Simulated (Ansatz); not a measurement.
## Transmission past a defect: (4,1) C nanotube, vacancy of one C

Aim: how much does this defect scatter, and at which energies?

Calculated with Ansatz 0.2.0; DFT PBE, plane waves, PAW; relaxation of a wire's period, in the first sound run; inputs show where later runs differ.

### 1. The structure

The cell holds 28 atoms: 28 C. Cell: a = 10.388 Å, b = 10.378 Å, c = 6.507 Å, α = 90.0°, β = 90.0°, γ = 90.0°. Vacuum lies along a and b. The structure's axis is c.

### 2. The relaxed wire

Band widths follow the bond lengths, so the wire is relaxed first. The atoms and the third cell vector are free; the box across stays fixed as vacuum. A Fermi-Dirac smearing is set since the result may be a metal. The pressure printed is a third of the stress's trace over the whole box, vacuum included; only the stress along the axis is relaxed.

input.yaml reads:

```yaml
crystal:
  lattice:
    - [10.388, 0.0, 0.0]
    - [0.0, 10.378, 0.0]
    - [0.0, 0.0, 6.5072574868]
  atoms:
    - { symbol: C, position: [0.41364168, 0.64967209, 0.0] }
    - { symbol: C, position: [0.672664525, 0.499981081, 0.0] }
    - { symbol: C, position: [0.334972504, 0.449033153, 0.071428571] }
    - { symbol: C, position: [0.538407965, 0.668495702, 0.071428571] }
    - { symbol: C, position: [0.344401615, 0.574977143, 0.142857143] }
    - { symbol: C, position: [0.512887162, 0.327616111, 0.142857143] }
    - { symbol: C, position: [0.392317227, 0.364842847, 0.214285714] }
    - { symbol: C, position: [0.670735811, 0.47421938, 0.214285714] }
    - { symbol: C, position: [0.563070409, 0.660881015, 0.285714286] }
    - { symbol: C, position: [0.60764803, 0.364842847, 0.285714286] }
    - { symbol: C, position: [0.35730615, 0.597349989, 0.357142857] }
    - { symbol: C, position: [0.655563641, 0.574977143, 0.357142857] }
    - { symbol: C, position: [0.373397841, 0.382414387, 0.428571429] }
    - { symbol: C, position: [0.461557291, 0.668495702, 0.428571429] }
    - { symbol: C, position: [0.327300732, 0.499981081, 0.5] }
    - { symbol: C, position: [0.586323576, 0.350290072, 0.5] }
    - { symbol: C, position: [0.461557291, 0.33146646, 0.571428571] }
    - { symbol: C, position: [0.664992753, 0.550929008, 0.571428571] }
    - { symbol: C, position: [0.487078094, 0.672346051, 0.642857143] }
    - { symbol: C, position: [0.655563641, 0.424985019, 0.642857143] }
    - { symbol: C, position: [0.329229446, 0.525742782, 0.714285714] }
    - { symbol: C, position: [0.60764803, 0.635119315, 0.714285714] }
    - { symbol: C, position: [0.392317227, 0.635119315, 0.785714286] }
    - { symbol: C, position: [0.436894847, 0.339081146, 0.785714286] }
    - { symbol: C, position: [0.344401615, 0.424985019, 0.857142857] }
    - { symbol: C, position: [0.642659107, 0.402612173, 0.857142857] }
    - { symbol: C, position: [0.538407965, 0.33146646, 0.928571429] }
    - { symbol: C, position: [0.626567416, 0.617547775, 0.928571429] }
kpoints:
  mp_grid: { grid: [1, 1, 13] }
scf:
  occupations: { method: fermi_dirac, width: 0.05 }
hamiltonian:
  xc: pbe
relax:
  cell: { fix: [a, b, alpha, beta, gamma] }
  max_steps: 60
```

Command:

```sh
ansatz run input.yaml --threads 8 --pin off --max-ram 16384MiB --backend cpu --events-out ev --progress --plain --runs-dir out
```

Numbers of over 12 decimals in the logs are rounded to 6 here.

The log of the run:

```text
Engine: ansatz 0.2.0, aarch64-unknown-linux-gnu
Pseudopotentials: kind: paw
Pseudopotential: C, paw, valence charge 4, recommended cutoff 420 eV (normal), C.paw.azcp
Functional definition: PBE
  parameter kappa = 0.804
  parameter beta = 0.066725
  exchange = pbe_x(kappa = kappa, mu = beta*pi^2/3)
  correlation = pbe_c(beta = beta)
Crystal: 28 atoms, lattice volume = 701.526 Å³
Basis set: ecut = 420 eV, 13761 PW (Γ), exchange–correlation on 144×144×90 points (8 copies of the dense FFT grid, shifted against one another)
Bands: 84, of which v1, the nominal top of the filled ones, is band 56 counted from 1 (55 counted from 0)
Symmetry: 2 space group operations
Space group: P21 (ITA 4), of the structure as read, at distance tolerance 8.9e-5 Å
k-points: 7 of 13 (time reversal used)
Non-local potential: C, projectors of the file, l = 0: 2, l = 1: 2, l = 2: 1
PAW form: soft (Blöchl's): semilocal exchange-correlation on the pseudo side does not see the compensation charge
PAW one-centre angular grid: C, 110 points (default); XC on 64 Gauss nodes
Initial density: superposition of atomic densities (neutral atoms: chi_scale 0, normalization atom), corrected by the library's trained network
Initial wavefunctions: pseudopotential atomic-orbital guess
Functional: x = pbe(κ = 0.804, μ = 0.219515), c = pbe(β = 0.066725)
SCF iter   1: F=—  HF=-7007.828161 eV  |F-HF|=—  |Δ(HF+E_count)|=         —  Δρ=6.77e-3  dr2=1.71e-1  ethr=1.77e-3  ⟨swp⟩=12.4  Hψ=3886  notcnv=0  defer=82
preconditioner: auto → LDOS  [metal: Δε(μ)=0.085 eV  Ē_g=14.029 eV  σ=0.050 eV  W_gap=0.40  n_scr=88 (ndim 8)  ℏωp=14.8 eV  f_vac=0.627  D(μ)=3.50/eV (n_scr^D=8)  β→1.0]
SCF iter   2: F=—  HF=-7007.848688 eV  |F-HF|=—  |Δ(HF+E_count)|=   2.05e-2  Δρ=1.70e-3  dr2=2.65e-2  ethr=1.52e-4  ⟨swp⟩=2.7  Hψ=1152  notcnv=0  defer=133
SCF iter   3: F=—  HF=-7007.843089 eV  |F-HF|=—  |Δ(HF+E_count)|=   5.60e-3  Δρ=5.69e-4  dr2=6.06e-3  ethr=2.36e-5  ⟨swp⟩=2.4  Hψ=979  notcnv=0  defer=133
SCF iter   4: F=—  HF=-7007.841480 eV  |F-HF|=—  |Δ(HF+E_count)|=   1.61e-3  Δρ=1.04e-4  dr2=7.57e-5  ethr=5.41e-6  ⟨swp⟩=2.0  Hψ=754  notcnv=0  defer=133
SCF iter   5: F=—  HF=-7007.841668 eV  |F-HF|=—  |Δ(HF+E_count)|=   1.88e-4  Δρ=2.55e-5  dr2=6.74e-6  ethr=6.76e-8  ⟨swp⟩=2.0  Hψ=889  notcnv=0  defer=133
SCF iter   6: F=-7007.841671 eV  HF=-7007.841671 eV  |F-HF|=9.74e-8  |Δ(HF+E_count)|=   2.51e-6  Δρ=3.45e-6  dr2=5.61e-8  ethr=8.93e-11  ⟨swp⟩=4.0  Hψ=2515  notcnv=0
SCF 1 converged in 6 iterations: F = -7007.841671 eV  dr2 = 5.61e-8
  greatest PAW one-centre occupation: 0.681 electrons in one spin orbital (limit 2), on the C atom at site 14 (counted from 0), in its partial waves of l = 0
relax step   1: F+E_penalty+E_count = -7007.84167107 eV  Δ(F+E_penalty+E_count) = +0.000e0 eV  max|allowed force component| = 1.569e0 eV/Å  Δτ_max = 0.0000 Å  P = +6.932 GPa  Ω = 701.526 Å³  fix = [a, b, alpha, beta, gamma]  reactions: a +8.985, b +8.985 GPa; gamma +0.000 GPa/rad  (6 SCF iters, dr2 threshold 1.00e-7 eV, accepted)
Crystal: 28 atoms, lattice volume = 700.338 Å³
Basis set: ecut = 420 eV, 13753 PW (Γ), exchange–correlation on 144×144×90 points (8 copies of the dense FFT grid, shifted against one another)
Initial density: handed on by an earlier stage of this run
Initial wavefunctions: those handed on with the density
iter 1 solved again at ethr=1.11e-3 eV; its pass at ethr=3.10e-3 eV (dr2=1.24e0 eV) is discarded
SCF iter   1: F=—  HF=-7009.844861 eV  |F-HF|=—  |Δ(HF+E_count)|=         —  Δρ=1.36e-2  dr2=1.18e0  ethr=1.11e-3  ⟨swp⟩=3.9  Hψ=2621  notcnv=0
preconditioner: auto → LDOS  [metal: Δε(μ)=0.175 eV  Ē_g=13.543 eV  σ=0.050 eV  W_gap=0.47  n_scr=88 (ndim 8)  ℏωp=14.8 eV  f_vac=0.612  D(μ)=4.25/eV (n_scr^D=10)  β→1.0]
SCF iter   2: F=—  HF=-7009.820124 eV  |F-HF|=—  |Δ(HF+E_count)|=   2.47e-2  Δρ=8.10e-3  dr2=1.06e0  ethr=1.06e-3  ⟨swp⟩=5.3  Hψ=1661  notcnv=0  defer=10
SCF iter   3: F=—  HF=-7009.501421 eV  |F-HF|=—  |Δ(HF+E_count)|=   3.19e-1  Δρ=8.60e-4  dr2=2.18e-3  ethr=9.44e-4  ⟨swp⟩=2.7  Hψ=1013  notcnv=0  defer=104
SCF iter   4: F=—  HF=-7009.501549 eV  |F-HF|=—  |Δ(HF+E_count)|=   1.28e-4  Δρ=1.11e-4  dr2=4.98e-5  ethr=1.94e-6  ⟨swp⟩=2.9  Hψ=992  notcnv=0  defer=123
SCF iter   5: F=-7009.501590 eV  HF=-7009.501588 eV  |F-HF|=1.86e-6  |Δ(HF+E_count)|=   3.94e-5  Δρ=1.86e-5  dr2=1.42e-6  ethr=2.50e-9  ⟨swp⟩=5.1  Hψ=2171  notcnv=0
SCF 2 converged in 5 iterations: F = -7009.501590 eV  dr2 = 1.42e-6
  greatest PAW one-centre occupation: 0.671 electrons in one spin orbital (limit 2), on the C atom at site 14 (counted from 0), in its partial waves of l = 0
relax step   2: F+E_penalty+E_count = -7009.50159024 eV  Δ(F+E_penalty+E_count) = -1.660e0 eV  max|allowed force component| = 8.832e-1 eV/Å  Δτ_max = 0.0570 Å  P = +2.427 GPa  Ω = 700.338 Å³  energy of the carried Pulay correction = +1.398e-3 eV  fix = [a, b, alpha, beta, gamma]  reactions: a +3.225, b +3.226 GPa; gamma +0.000 GPa/rad  (5 SCF iters, dr2 threshold 2.80e-6 eV, accepted)
Crystal: 28 atoms, lattice volume = 700.767 Å³
iter 1 solved again at ethr=2.90e-4 eV; its pass at ethr=3.10e-3 eV (dr2=3.25e-1 eV) is discarded
SCF iter   1: F=—  HF=-7009.916381 eV  |F-HF|=—  |Δ(HF+E_count)|=         —  Δρ=6.98e-3  dr2=3.16e-1  ethr=2.90e-4  ⟨swp⟩=5.1  Hψ=2609  notcnv=0  defer=2
preconditioner: auto → LDOS  [insulator: Δε(μ)=0.134 eV  Ē_g=13.473 eV  σ=0.050 eV  W_gap=0.58  n_scr=88 (ndim 8)  ℏωp=14.8 eV  f_vac=0.608  D(μ)=3.11/eV (n_scr^D=8)  ε∞_Penn≈2.2  β→1.0]
SCF iter   2: F=—  HF=-7009.923506 eV  |F-HF|=—  |Δ(HF+E_count)|=   7.12e-3  Δρ=4.34e-3  dr2=3.36e-1  ethr=2.82e-4  ⟨swp⟩=5.4  Hψ=1667  notcnv=0  defer=20
SCF iter   3: F=—  HF=-7009.820964 eV  |F-HF|=—  |Δ(HF+E_count)|=   1.03e-1  Δρ=4.90e-4  dr2=9.68e-4  ethr=2.82e-4  ⟨swp⟩=3.4  Hψ=1142  notcnv=0  defer=40
SCF iter   4: F=—  HF=-7009.820922 eV  |F-HF|=—  |Δ(HF+E_count)|=   4.17e-5  Δρ=7.37e-5  dr2=2.15e-5  ethr=8.64e-7  ⟨swp⟩=2.3  Hψ=1078  notcnv=0  defer=48
SCF iter   5: F=-7009.820932 eV  HF=-7009.820932 eV  |F-HF|=7.39e-7  |Δ(HF+E_count)|=   9.50e-6  Δρ=1.24e-5  dr2=5.66e-7  ethr=2.50e-9  ⟨swp⟩=5.0  Hψ=2106  notcnv=0
SCF 3 converged in 5 iterations: F = -7009.820932 eV  dr2 = 5.66e-7
  greatest PAW one-centre occupation: 0.667 electrons in one spin orbital (limit 2), on the C atom at site 14 (counted from 0), in its partial waves of l = 0
relax step   3: F+E_penalty+E_count = -7009.82093231 eV  Δ(F+E_penalty+E_count) = -3.193e-1 eV  max|allowed force component| = 3.197e-1 eV/Å  Δτ_max = 0.0284 Å  P = +0.260 GPa  Ω = 700.767 Å³  energy of the carried Pulay correction = +8.925e-4 eV  fix = [a, b, alpha, beta, gamma]  reactions: a +0.453, b +0.453 GPa; gamma -0.000 GPa/rad  (5 SCF iters, dr2 threshold 2.80e-6 eV, accepted)
[...]
relax step   4: F+E_penalty+E_count = -7009.84309535 eV  Δ(F+E_penalty+E_count) = -2.216e-2 eV  max|allowed force component| = 6.009e-2 eV/Å  Δτ_max = 0.0056 Å  P = +0.041 GPa  Ω = 700.994 Å³  energy of the carried Pulay correction = +6.251e-4 eV  fix = [a, b, alpha, beta, gamma]  reactions: a +0.039, b +0.040 GPa; gamma +0.000 GPa/rad  (5 SCF iters, dr2 threshold 2.80e-6 eV, accepted)
[...]
relax step   5: F+E_penalty+E_count = -7009.84401183 eV  Δ(F+E_penalty+E_count) = -9.165e-4 eV  max|allowed force component| = 2.262e-3 eV/Å  Δτ_max = 0.0013 Å  P = -0.012 GPa  Ω = 700.833 Å³  energy of the carried Pulay correction = +8.147e-4 eV  fix = [a, b, alpha, beta, gamma]  reactions: a -0.026, b -0.026 GPa; gamma +0.000 GPa/rad  (4 SCF iters, dr2 threshold 2.26e-7 eV, accepted)
Initial wavefunctions: pseudopotential atomic-orbital guess (no wavefunctions were taken with the density)
iter 1 solved again at ethr=4.86e-7 eV; its pass at ethr=3.10e-3 eV (dr2=5.44e-4 eV) is discarded
SCF iter   1: F=—  HF=-7009.842833 eV  |F-HF|=—  |Δ(HF+E_count)|=         —  Δρ=6.00e-6  dr2=4.82e-8  ethr=4.86e-7  ⟨swp⟩=14.3  Hψ=7128  notcnv=0  defer=12
eigensolver tolerance schedule: the retry pair's looser diagonalisation over-reported the residual by 11281.95 of it (diagonalisation noise at an unbounded share of the residual, at the tolerance the schedule requests for it); recorded, not acted on — ethr = c·dr2/N_el stays at c = 1.0e-1
preconditioner: auto → LDOS  [insulator: Δε(μ)=0.177 eV  Ē_g=13.534 eV  σ=0.050 eV  W_gap=0.71  n_scr=88 (ndim 8)  ℏωp=14.8 eV  f_vac=0.608  D(μ)=2.53/eV (n_scr^D=4)  ε∞_Penn≈2.2  β→1.0]
SCF iter   2: F=—  HF=-7009.843071 eV  |F-HF|=—  |Δ(HF+E_count)|=   2.38e-4  Δρ=1.54e-6  dr2=6.65e-9  ethr=4.31e-11  ⟨swp⟩=4.4  Hψ=1784  notcnv=0  defer=8
SCF iter   3: F=—  HF=-7009.843071 eV  |F-HF|=—  |Δ(HF+E_count)|=   2.69e-9  Δρ=2.87e-7  dr2=6.37e-10  ethr=5.94e-12  ⟨swp⟩=2.0  Hψ=839  notcnv=0  defer=8
SCF iter   4: F=—  HF=-7009.843071 eV  |F-HF|=—  |Δ(HF+E_count)|=  1.36e-10  Δρ=1.23e-7  dr2=2.87e-10  ethr=1.00e-12  ⟨swp⟩=5.0  Hψ=2034  notcnv=0
SCF iter   5: F=-7009.843071 eV  HF=-7009.843071 eV  |F-HF|=1.82e-11  |Δ(HF+E_count)|=  8.37e-11  Δρ=4.45e-8  dr2=1.95e-11  ethr=1.00e-12  ⟨swp⟩=4.0  Hψ=1672  notcnv=0
SCF 6 converged in 5 iterations: F = -7009.843071 eV  dr2 = 1.95e-11
relax step   6: F+E_penalty+E_count = -7009.84307118 eV  Δ(F+E_penalty+E_count) = +9.406e-4 eV  max|allowed force component| = 2.307e-3 eV/Å  Δτ_max = 0.0000 Å  P = -0.008 GPa  Ω = 700.833 Å³  fix = [a, b, alpha, beta, gamma]  reactions: a -0.015, b -0.016 GPa; gamma +0.001 GPa/rad  stress off target by 7.73e-3 GPa on what of the cell is left free  SCF on the basis re-selected at this cell (its energy is not comparable with the rows above)  (5 SCF iters)
basis re-selected at this cell: Δ(F+E_penalty+E_count) = +9.406e-4 eV, ΔP = +0.004 GPa vs the last step (what re-selecting the basis moved, of the pressure what is left beyond the Pulay correction that the steps carried, after the strain that the cell walked since its last selection, with what the two solves' SCF thresholds leave and, on support functions, any second-order correction that the steps lacked; it is no m [...]
SCF converged after 5 iterations
Free energy (F): -7009.843071 eV
Harris-Foulkes:  -7009.843071 eV  (|F-HF|=1.82e-11)
Internal energy: -7009.818897 eV  (E = F + TS)
E sigma→0 (E₀):  -7009.830984 eV
Entropy (-TS):   -0.024175 eV (-0.863 meV/atom)
Fermi energy:    -0.787555 eV
--- Per-component energies (eV) ---
  E_band       = -1067.250312
  E_kinetic    = 2529.716196
  E_local      = -22890.271114  (includes V_loc(G=0)·N_el)
  E_nonlocal   = 761.439334
  E_hartree    = 10186.674190
  E_xc         = -1336.528699
  E_vxc        = -1654.359112  (∫ρ·V_xc dr)
  E_paw        = -2778.934278  (= ΣΔE_a)
  E_vpaw       = -187.123785  (= ΣTr[D̂ρ^β])
  E_aug_tail   = 0.000203  (compensation charges beyond the density's cutoff)
  E_ewald      = 6518.085271
  E_smearing   = -0.024175  (= −TS)
  E_closure    = -0.000000  (closes the sum)
  Σ components = -7009.843071   (vs F -7009.843071, Δ=0.00e0)
--- Forces (eV/Å), atoms counted from 1 ---
  atom   1  C     -0.00028339    -0.00075477    -0.00228894
  atom   2  C     -0.00053546    -0.00013383     0.00199005
  atom   3  C      0.00054962     0.00010115    -0.00214542
  atom   4  C      0.00023473    -0.00042186     0.00217481
  atom   5  C      0.00049156     0.00004925     0.00211345
  atom   6  C      0.00003718     0.00049563    -0.00196782
  atom   7  C      0.00014985     0.00040475     0.00221311
  atom   8  C     -0.00052650     0.00002859    -0.00190199
  atom   9  C     -0.00002734    -0.00047497    -0.00197888
  atom  10  C     -0.00026432     0.00044620     0.00223256
  atom  11  C      0.00029524    -0.00037580    -0.00230711
  atom  12  C     -0.00055048    -0.00031508     0.00202898
  atom  13  C      0.00042737     0.00021575    -0.00219579
  atom  14  C      0.00016024    -0.00049731     0.00203322
  atom  15  C      0.00053546     0.00013383     0.00199005
  atom  16  C      0.00028339     0.00075477    -0.00228894
  atom  17  C     -0.00023473     0.00042186     0.00217481
  atom  18  C     -0.00054962    -0.00010115    -0.00214542
  atom  19  C     -0.00003718    -0.00049563    -0.00196782
  atom  20  C     -0.00049156    -0.00004925     0.00211345
  atom  21  C      0.00052650    -0.00002859    -0.00190199
  atom  22  C     -0.00014985    -0.00040475     0.00221311
  atom  23  C      0.00026432    -0.00044620     0.00223256
  atom  24  C      0.00002734     0.00047497    -0.00197888
  atom  25  C      0.00055048     0.00031508     0.00202898
  atom  26  C     -0.00029524     0.00037580    -0.00230711
  atom  27  C     -0.00016024     0.00049731     0.00203322
  atom  28  C     -0.00042737    -0.00021575    -0.00219579
  max |Σ_I F_I| component: 4.86e-7 eV/Å
--- Stress (GPa, compression-positive) ---
       -0.015332      -0.000626      -0.000000
       -0.000626      -0.015528      -0.000000
       -0.000000      -0.000000       0.007725
  P = ⅓ Tr σ = -0.0077 GPa (-0.077 kbar)
--- Relaxed structure (5 steps of the walk, 5 accepted, 1 SCFs on fresh bases) ---
  F+E_penalty+E_count = -7009.84307118 eV   max|allowed force component| = 2.307e-3 eV/Å   (the final SCF, on the basis selected at the relaxed cell)
  cell:  # Å, volume = 700.8331 Å³
    - [10.388, 0, 0.0]
    - [0, 10.378, 0.0]
    - [0.0, 0.0, 6.500832]
  atoms:
    - { symbol: C, position: [0.409340, 0.657144, -0.00123896] }
    - { symbol: C, position: [0.681277, 0.499981, 0.00123244] }
    - { symbol: C, position: [0.326739, 0.446494, 0.070193] }
    - { symbol: C, position: [0.540329, 0.676905, 0.072663] }
    - { symbol: C, position: [0.336642, 0.578721, 0.144095] }
    - { symbol: C, position: [0.513525, 0.319015, 0.141624] }
    - { symbol: C, position: [0.386946, 0.358100, 0.215528] }
    - { symbol: C, position: [0.679249, 0.472923, 0.213053] }
    - { symbol: C, position: [0.566235, 0.668905, 0.284477] }
    - { symbol: C, position: [0.613025, 0.358103, 0.286957] }
    - { symbol: C, position: [0.350197, 0.602222, 0.355901] }
    - { symbol: C, position: [0.663323, 0.578729, 0.358382] }
    - { symbol: C, position: [0.367076, 0.376555, 0.427329] }
    - { symbol: C, position: [0.459634, 0.676902, 0.429805] }
    - { symbol: C, position: [0.318689, 0.499981, 0.501232] }
    - { symbol: C, position: [0.590626, 0.342818, 0.498761] }
    - { symbol: C, position: [0.459636, 0.323057, 0.572663] }
    - { symbol: C, position: [0.673226, 0.553468, 0.570193] }
    - { symbol: C, position: [0.486441, 0.680947, 0.641624] }
    - { symbol: C, position: [0.663323, 0.421241, 0.644095] }
    - { symbol: C, position: [0.320716, 0.527040, 0.713053] }
    - { symbol: C, position: [0.613019, 0.641862, 0.715528] }
    - { symbol: C, position: [0.386941, 0.641860, 0.786957] }
    - { symbol: C, position: [0.433730, 0.331057, 0.784477] }
    - { symbol: C, position: [0.336642, 0.421233, 0.858382] }
    - { symbol: C, position: [0.649768, 0.397740, 0.855901] }
    - { symbol: C, position: [0.540331, 0.323060, 0.929805] }
    - { symbol: C, position: [0.632889, 0.623407, 0.927329] }
```

Elapsed: 26 s, on 8 threads of Arm Neoverse V2, shared host; peak memory 1.9 GiB; 3.4 min of CPU time.

The steps of the relaxation:

```csv
step,energy less that of the first step (eV),largest force component (eV/Å),pressure (GPa),volume (Å³)
1,0.0000,1.5694,6.93,701.53
2,-1.6599,0.8832,2.43,700.34
3,-1.9793,0.3197,0.26,700.77
4,-2.0014,0.0601,0.04,700.99
5,-2.0023,0.0023,-0.01,700.83
6*,-2.0014,0.0023,-0.01,700.83
```

Relaxation steps marked * repeat the geometry before them on a plane-wave basis chosen anew for their cell, so energy and pressure can jump there.

The run keeps the 2 symmetry operations that it works with, so distortions that break them were not tested.

| cell as run | before | after | change |
| --- | --- | --- | --- |
| c (Å) | 6.507 | 6.501 | -0.1 % |

The atoms that moved most (Å, along periodic axes as changes of fractional coordinates times the final cell, across vacuum about the mean position):

```csv
atom,dx,dy,dz,length
C9,0.033,0.083,-0.008,0.090
C24,-0.033,-0.083,-0.008,0.090
C17,-0.020,-0.087,0.008,0.090
C4,0.020,0.087,0.008,0.090
C12,0.081,0.039,0.008,0.090
C25,-0.081,-0.039,0.008,0.090
C23,-0.056,0.070,0.008,0.090
C10,0.056,-0.070,0.008,0.090
```

Numbers from this step:

```
energy at zero smearing    : -7009.8310 eV
cell length along the wire : 6.501 Å
```

The cell's length comes to 6.501 Å with spin left out.

(Continued in part 2 of 5.)

[Logs are printed without paths, hosts, clocks, repeated set-up lines and the standing remarks that a program may print on its own settings, such as how far it seeks lower states.]

[Hosts, paths, dates, database ids (printed as entryN), source tags and the programs' standing remarks are cut or masked in the printed files.]
